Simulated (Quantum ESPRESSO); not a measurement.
Input of a Quantum ESPRESSO 7.5 run:

Contents of pw.in:

```
&CONTROL
  calculation = 'scf'
  prefix = 'pwscf'
  outdir = './tmp'
  pseudo_dir = './pseudo'
  tprnfor = .true.
  tstress = .true.
  disk_io = 'nowf'
/
&SYSTEM
  ibrav = 0
  nat = 2
  ntyp = 2
  ecutwfc = 70
  nbnd = 20
  occupations = 'smearing'
  smearing = 'fd'
  degauss = 0.00367493
/
&ELECTRONS
  conv_thr = 4d-10
  electron_maxstep = 120
  mixing_beta = 0.5
/
ATOMIC_SPECIES
Se    78.9710 Se_ONCV_PBE-1.2.upf
Zn    65.3800 Zn_ONCV_PBE-1.2.upf
CELL_PARAMETERS angstrom
   0.0000000000    2.8338000000    2.8338000000
   2.8338000000    0.0000000000    2.8338000000
   2.8338000000    2.8338000000    0.0000000000
ATOMIC_POSITIONS crystal
Se     0.7500000000    0.7500000000    0.7500000000
Zn     0.0000000000    0.0000000000    0.0000000000
K_POINTS automatic
6 6 6 0 0 0
```

Potentials or basis: SG15 PBE 1.2.

Command:

```sh
$ OMP_NUM_THREADS=1 mpirun -n 4 pw.x -nk 4 -in pw.in > pw.out
```

Estimate the band gap on the k mesh.

1.27 eV, direct.

What does it give for the pressure?

2.1 GPa.

**Measured values to compare with.**

From “Alloy Disordering Effects on the Thermal Conductivity and Energy Gap Temperature Dependence of Cd1−xZnxSe Ternary Crystals Grown by the Bridgman Method”, 2023, pmc:10253836, for a bulk crystal of ZnSe at 300 K: band gap 2.695 ± 0.003 eV (an exciton energy, a little under the gap).

Measured gap of ZnSe: 2.695 eV (an exciton energy, a little under the gap; 300 K; “Alloy Disordering Effects on the Thermal Conductivity and Energy Gap Temperature Dependence of Cd1−xZnxSe Ternary Crystals Grown by the Bridgman Method”, 2023, pmc:10253836). This calculation gives 1.27 eV (-1.42 eV). So large a miss can be the level of theory's own, or it may mean another phase, state or a wrong row. Spin-orbit coupling on Se is left out. The value is that of PBE, without temperature or zero-point motion. Semilocal functionals fall short of measured gaps as a rule.
